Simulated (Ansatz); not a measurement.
## Trigonal deformation path in TePb

Computed with Ansatz 0.2.0, DFT PBE, scalar-relativistic, plane waves, PAW. Settings: plane waves to 420 eV, k-mesh 8×8×8 (Γ-centred), Gaussian smearing 0.05 eV. Spin–orbit coupling is left out, which matters for the heavy elements here. No spin polarisation. Energies are free energies at this smearing, counted from the undisturbed cell; pressure is positive in compression.

Zero of the scan (as given, not relaxed at this level; it stands at 2.3 GPa):

```yaml
crystal:
  lattice:
    - [0.00000, 3.22700, 3.22700]
    - [3.22700, 0.00000, 3.22700]
    - [3.22700, 3.22700, 0.00000]
  atoms:
    - { symbol: Te, position: [0.50000, 0.50000, 0.50000] }
    - { symbol: Pb, position: [0.00000, 0.00000, 0.00000] }
```

At fixed volume and fractional coordinates, lengths along (0.577, 0.577, 0.577) are scaled against those across it; ρ is that ratio over its starting value. At ρ = 0.500 the cell becomes cubic (Pm-3m), and there the slope of the energy vanishes by symmetry.

```
    ρ  ΔE (meV/atom) pressure (GPa) gap on the mesh (eV)
0.500          224.4            -1.8                  0.00
0.600          211.4            -1.1                  0.00
0.710          136.6             0.3                  0.00
0.850           42.9             1.9                  0.00
0.930              ?               ?                  0.25
1.000            0.0             2.3                  0.72
1.080           12.4             2.2                  0.11
1.200           72.4               ?                  0.00
1.410          235.3               ?                  0.00
1.700          399.7            -1.8                  0.00
2.000          492.0            -2.9                  0.00
```

Where the gap reads zero the k-mesh, chosen for the insulator, is on the coarse side.

Task: Give the withheld values.

Result: ΔE (meV/atom) at ρ = 0.930: 9.6; pressure (GPa) at ρ = 0.930: 2.3; pressure (GPa) at ρ = 1.200: 1.8; pressure (GPa) at ρ = 1.410: 0.3.